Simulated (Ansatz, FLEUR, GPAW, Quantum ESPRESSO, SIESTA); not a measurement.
Se: 6 runs at one level of theory

```
CELL_PARAMETERS angstrom
4.36620 0.00000 0.00000
-2.18310 3.78124 0.00000
0.00000 0.00000 4.95360
ATOMIC_POSITIONS crystal
Se 0.77460 0.77460 0.00000
Se 0.00000 0.22540 0.66667
Se 0.22540 0.00000 0.33333
```

Alike in all runs: task band structure; functional PBEsol; k mesh 7 × 7 × 6; occupations fermi-dirac, width 0.05 eV; no spin polarisation; no spin-orbit coupling. Pressure is positive in compression and, in plane waves, holds the error of the finite cutoff, which Ansatz's Pulay term estimates and takes out. Gaps are the smaller of the mesh's and the band path's.

```csv
program and potentials,plane-wave cutoff (eV),notes,band gap (eV),pressure (GPa),largest force (eV/Å)
"Ansatz, Ansatz PAW",420,"potentials made for PBE, which Ansatz adapts in part; 16 valence electrons an atom on average",0.97,0.17,0.287
"Quantum ESPRESSO, PseudoDojo 0.4.1 SR PBEsol standard",1170,16 valence electrons an atom on average,?,?,?
"SIESTA, files PseudoDojo sr-pbesol-0.4.1-standard, DZP (energy shift 0.003 Ry; two zetas on semicore shells)",-,atomic basis; 16 valence electrons an atom on average,0.77,4.38,1.508
"FLEUR, all-electron, FLAPW",-,-,0.97,-,-
"GPAW, PAW data sets generated for this functional",600,6 valence electrons an atom on average,0.96,0.21,0.310
"Ansatz, all-electron LAPW, scalar-relativistic",-,-,0.98,0.17,0.283
```

**Question.** Estimate from the other rows what the run with Quantum ESPRESSO, PseudoDojo 0.4.1 SR PBEsol standard gave.

**Answer.** Band gap 0.96 eV; pressure 0.18 GPa; largest force 0.307 eV/Å. The other rows, which needn't bracket it: band gap 0.77 to 0.98; pressure 0.17 to 4.38; largest force 0.283 to 1.508.
